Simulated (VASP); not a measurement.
# CdS (Hawleyite) (F-43m) in VASP: relaxation of cell and atoms with PBEsol

Aim: the relaxation of cell and atoms of CdS (Hawleyite) with PBEsol.

All numbers are computed with VASP 6.6.1; they aren't measurements. Logs are shortened: lines on timing, memory, paths and dates and some standing lists are left out, and cuts for length are marked.

### 1 The structure

Symmetry: F-43m, No. 216, cubic system. The conventional cell has a = 5.837 Å, b = 5.837 Å, c = 5.837 Å, α = 90.00°, β = 90.00°, γ = 90.00°. Around Cd (site symmetry -43m) lie 4 S at 2.53 Å. S (site symmetry -43m) is surrounded by 4 Cd at 2.53 Å.

### 2 Relaxation of cell and atoms, PBEsol

The input, INCAR:

```
SYSTEM = CdS
PREC = Accurate
ENCUT = 600
EDIFF = 1E-7
ISMEAR = 0
SIGMA = 0.03
LREAL = .FALSE.
LASPH = .TRUE.
NELM = 80
ALGO = Normal
ISIF = 3
LWAVE = .FALSE.
LCHARG = .FALSE.
GGA = PS
IBRION = 2
NSW = 90
EDIFFG = -0.005
KPAR = 4
```

The input, KPOINTS:

```
Automatic mesh
0
G
  8 8 8
  0 0 0
```

The input, POSCAR:

```
CdS                                     
1.0
    0.0000000000      2.9184609132      2.9184609132
    2.9184609132     -0.0000000000      2.9184609132
    2.9184609132      2.9184609132      0.0000000000
  Cd              S             
     1     1
Direct
     1.0000000000000000    0.0000000000000000    0.0000000000000000
     0.2500000000000000    0.2500000000000000    0.2500000000000000
```

Potentials or basis: VASP PAW PBE potentials, release 64 (Cd, S).

Command:

```console
> cat potpaw_PBE.64/Cd/POTCAR potpaw_PBE.64/S/POTCAR > POTCAR
> mpirun -np 4 vasp_std > vasp.out
```

OUTCAR:

```text
SYSTEM = CdS
   PREC = Accurate
   ENCUT = 600
   EDIFF = 1E-7
   ISMEAR = 0
   LREAL = .FALSE.
   LASPH = .TRUE.
   NELM = 80
   ISIF = 3
   GGA = PS
   IBRION = 2
   NSW = 90
   EDIFFG = -0.005

 ion  position               nearest neighbor table
   1  0.000  0.000  0.000-   2 2.53   2 2.53   2 2.53   2 2.53
   2  0.250  0.250  0.250-   1 2.53   1 2.53   1 2.53   1 2.53

  LATTYP: Found a face centered cubic cell.
 ALAT       =     5.8369218264

  Lattice vectors:

 A1 = (   0.0000000000,   2.9184609132,   2.9184609132)
 A2 = (   2.9184609132,   0.0000000000,   2.9184609132)
 A3 = (   2.9184609132,   2.9184609132,   0.0000000000)

Analysis of symmetry for initial positions (statically):
=====================================================================
 Subroutine PRICEL returns:
 Original cell was already a primitive cell.

 Routine SETGRP: Setting up the symmetry group for a
 face centered cubic supercell.

 Subroutine GETGRP returns: Found 24 space group operations
 (whereof 24 operations were pure point group operations)
 out of a pool of 48 trial point group operations.

The static configuration has the point symmetry T_d .

Analysis of symmetry for dynamics (positions and initial velocities):
=====================================================================
 Subroutine PRICEL returns:
 Original cell was already a primitive cell.

 Routine SETGRP: Setting up the symmetry group for a
 face centered cubic supercell.

 Subroutine GETGRP returns: Found 24 space group operations
 (whereof 24 operations were pure point group operations)
 out of a pool of 48 trial point group operations.

The dynamic configuration has the point symmetry T_d .

 Subroutine INISYM returns: Found 24 space group operations
 (whereof 24 operations are pure point group operations),
 and found     1 'primitive' translations

----------------------------------------------------------------------------------------

                                     Primitive cell

  volume of cell :      49.7155

  direct lattice vectors                    reciprocal lattice vectors
     0.000000000  2.918460913  2.918460913    -0.171323179  0.171323179  0.171323179
     2.918460913  0.000000000  2.918460913     0.171323179 -0.171323179  0.171323179
     2.918460913  2.918460913  0.000000000     0.171323179  0.171323179 -0.171323179

  length of vectors
     4.127327005  4.127327005  4.127327005     0.296740450  0.296740450  0.296740450

  position of ions in fractional coordinates (direct lattice)
     0.000000000  0.000000000  0.000000000
     0.250000000  0.250000000  0.250000000

  ion indices of the primitive-cell ions
   primitive index   ion index
                 1           1
                 2           2

----------------------------------------------------------------------------------------

 KPOINTS: Automatic mesh

Automatic generation of k-mesh.
 Grid dimensions read from file:
 generate k-points for:    8    8    8

 Generating k-lattice:

  Cartesian coordinates                     Fractional coordinates (reciprocal lattice)
    -0.021415397  0.021415397  0.021415397     0.125000000  0.000000000  0.000000000
     0.021415397 -0.021415397  0.021415397     0.000000000  0.125000000  0.000000000
     0.021415397  0.021415397 -0.021415397     0.000000000  0.000000000  0.125000000

[... 57 lines left out ...]
   LREAL  =      F    real-space projection
   EDIFFG = -.5E-02   stopping-criterion for IOM
   NSW    =     90    number of steps for IOM
   IBRION =      2    ionic relax: 0-MD 1-quasi-New 2-CG
   NFREE  =      1    steps in history (QN), initial steepest desc. (CG)
   ISIF   =      3    stress and relaxation
   ISYM   =      2    0-nonsym 1-usesym 2-fastsym
   POTIM  = 0.5000    time-step for ionic-motion
   TEBEG  =    0.0;   TEEND  =   0.0 temperature during run
   PSTRESS=    0.0 pullay stress
   NELECT =      18.0000    total number of electrons
   NUPDOWN=      -1.0000    fix difference up-down
   EMIN   =  10.00;   EMAX   =-10.00  energy-range for DOS
   EFERMI =   0.00;   METHOD = LEGACY
   ISMEAR =     0;   SIGMA  =   0.03  broadening in eV -4-tet -1-fermi 0-gaus
   EFERMI_NEDOS =   21; number of points for ismear=-14 and -15
   IALGO  =     38    algorithm
   IMIX   =      4    mixing-type and parameters
     AMIX     =   0.40;   BMIX     =  1.00
     AMIX_MAG =   1.60;   BMIX_MAG =  1.00
  volume/ion in A,a.u.               =      24.86       167.75
  Fermi-wavevector in a.u.,A,eV,Ry     =   1.166814  2.204960 18.523732  1.361456
  Thomas-Fermi vector in A             =   2.303323
   LORBIT       =      0    0 simple, 1 ext, 2 COOP (PROOUT), +10 PAW based schemes
   GGA     = PS    functional components
   LHFCALC =     F    Hartree Fock is set to
   AEXX    =    0.0000 exact exchange contribution
   IVDW    =     0    specifies the selected vdW correction
   LEPSILON=     F    determine dielectric tensor
   LRPA    =     F    only Hartree local field effects (RPA)
 conjugate gradient relaxation of ions
 non-spin polarized calculation
 Gauss-broadening in eV      SIGMA  =   0.03
  energy-cutoff  :      600.00
  volume of cell :       49.72
 maximum number of plane-waves:      1678
 NGX is ok and might be reduce to    36
   NGX = 17   NGY = 17   NGZ = 17

--------------------------------------- Ionic step        1  -------------------------------------------

 number of electron      17.9999999 magnetization

 Free energy of the ion-electron system (eV)
  ---------------------------------------------------
  ext. energy  EPLUGINS =         0.00000000
  ---------------------------------------------------
  free energy    TOTEN  =        -6.81371576 eV

  energy without entropy =       -6.81371576  energy(sigma->0) =       -6.81371576

------------------------ aborting loop because EDIFF is reached ----------------------------------------

  FORCE on cell =-STRESS in cart. coord.  units (eV):
  Direction    XX          YY          ZZ          XY          YZ          ZX
  --------------------------------------------------------------------------------------
  -------------------------------------------------------------------------------------
  Total       -0.0117285     -0.0117285     -0.0117285      0.0000000      0.0000000      0.0000000
  in kB       -0.3779726     -0.3779726     -0.3779726      0.0000000      0.0000000      0.0000000
  external PRESSURE =      -0.3779726 kB  Pullay stress =       0.0000000 kB

 VOLUME and BASIS-vectors are now :
 -----------------------------------------------------------------------------
  energy-cutoff  :      600.00
  volume of cell :       49.72
      direct lattice vectors                 reciprocal lattice vectors
     0.000000000  2.918460913  2.918460913    -0.171323179  0.171323179  0.171323179
     2.918460913  0.000000000  2.918460913     0.171323179 -0.171323179  0.171323179
     2.918460913  2.918460913  0.000000000     0.171323179  0.171323179 -0.171323179

 POSITION                                       TOTAL-FORCE (eV/Angst)
 -----------------------------------------------------------------------------------
      0.00000      0.00000      0.00000        -0.000000     -0.000000     -0.000000
      1.45923      1.45923      1.45923         0.000000      0.000000      0.000000
 -----------------------------------------------------------------------------------
    total drift:                               -0.000000     -0.000000     -0.000000

  FREE ENERGIE OF THE ION-ELECTRON SYSTEM (eV)
  ---------------------------------------------------
  free  energy   TOTEN  =        -6.8137157566 eV

  energy  without entropy=       -6.8137157566  energy(sigma->0) =       -6.81371576

--------------------------------------- Ionic step        2  -------------------------------------------

 number of electron      17.9999999 magnetization

 Free energy of the ion-electron system (eV)
  ---------------------------------------------------
  ext. energy  EPLUGINS =         0.00000000
  ---------------------------------------------------
  free energy    TOTEN  =        -6.81371894 eV

  energy without entropy =       -6.81371894  energy(sigma->0) =       -6.81371894

 E-fermi :   1.3641     XC(G=0):  -9.3726

 val. band max:        1.2015037119   @ k =   0.0000   0.0000   0.0000
 cond. band min:       2.2075138395   @ k =   0.0000   0.0000   0.0000
 fundamental gap:      1.0060101275
 Fermi energy:         1.3641362286

 k-point     1 :       0.0000    0.0000    0.0000
  band No.  band energies     occupation
      1     -11.1756      2.00000
      2      -6.5235      2.00000
      3      -6.5235      2.00000
      4      -6.5235      2.00000
      5      -6.0370      2.00000
      6      -6.0370      2.00000
      7       1.2015      2.00000
      8       1.2015      2.00000
      9       1.2015      2.00000
     10       2.2075      0.00000
     11       7.6467      0.00000
     12       7.6467      0.00000
     13       7.6467      0.00000
[... 354 lines left out ...]
  band No.  band energies     occupation
      1     -10.6717      2.00000
      2      -6.3590      2.00000
      3      -6.3195      2.00000
      4      -6.0648      2.00000
      5      -6.0104      2.00000
      6      -5.5414      2.00000
      7      -2.9775      2.00000
      8      -0.7718      2.00000
      9      -0.0393      2.00000
     10       5.4887      0.00000
     11       6.8903      0.00000
     12       8.3200      0.00000
     13       9.4624      0.00000

 [... further k-points ...]
[... 5 lines left out ...]
  --------------------------------------------------------------------------------------
  -------------------------------------------------------------------------------------
  Total        0.0043425      0.0043425      0.0043425      0.0000000      0.0000000     -0.0000000
  in kB        0.1400655      0.1400655      0.1400655      0.0000000      0.0000000     -0.0000000
  external PRESSURE =       0.1400655 kB  Pullay stress =       0.0000000 kB

 VOLUME and BASIS-vectors are now :
 -----------------------------------------------------------------------------
  energy-cutoff  :      600.00
  volume of cell :       49.67
      direct lattice vectors                 reciprocal lattice vectors
     0.000000000  2.917635262  2.917635262    -0.171371661  0.171371661  0.171371661
     2.917635262  0.000000000  2.917635262     0.171371661 -0.171371661  0.171371661
     2.917635262  2.917635262  0.000000000     0.171371661  0.171371661 -0.171371661

 POSITION                                       TOTAL-FORCE (eV/Angst)
 -----------------------------------------------------------------------------------
      5.83527      5.83527      5.83527        -0.000000     -0.000000     -0.000000
      1.45882      1.45882      1.45882         0.000000      0.000000      0.000000
 -----------------------------------------------------------------------------------
    total drift:                               -0.000000     -0.000000     -0.000000

  FREE ENERGIE OF THE ION-ELECTRON SYSTEM (eV)
  ---------------------------------------------------
  free  energy   TOTEN  =        -6.8137189449 eV

  energy  without entropy=       -6.8137189449  energy(sigma->0) =       -6.81371894

 reached required accuracy - stopping structural energy minimisation
```

It took 10 s on 4 MPI ranks of AMD EPYC 9R45 (Zen 5), shared host; peak memory 0.2 GiB.

What came out:

```yaml
Free_energy: -6.8137 eV
Relaxed_volume: 24.84 Å³/atom
Relaxed_cell: a = 4.126 Å, b = 4.126 Å, c = 4.126 Å, α = 60.00°, β = 60.00°, γ = 60.00°
Space_group_after_relaxing_to_0.05_Å: F-43m (No. 216)
Energy_gained_by_relaxing: 0.0 meV/atom
Ionic_steps: 2
Pressure_after_relaxing: 0.0 GPa
Band_gap_on_the_k_mesh: 1.01 eV, direct
```

Final structure:
```yaml
crystal:
  lattice:
    - [0.00000, 2.91764, 2.91764]
    - [2.91764, 0.00000, 2.91764]
    - [2.91764, 2.91764, 0.00000]
  atoms:
    - { symbol: Cd, position: [0.00000, 0.00000, 0.00000] }
    - { symbol: S, position: [0.25000, 0.25000, 0.25000] }
```

Levels at points of the mesh, in eV from the valence-band top:
```csv
k point,band 7,band 8,band 9,band 10,band 11,band 12
"(0.00, 0.00, 0.00)",0.00,0.00,0.00,1.01,6.45,6.45
"(0.50, 0.00, 0.00)",-4.47,-0.76,-0.76,2.89,6.91,6.91
"(0.50, 0.50, 0.00)",-4.01,-1.91,-1.91,3.39,4.25,9.07
```

Caveat: the PAW data sets were made with another functional, which shifts forces and pressure a little.
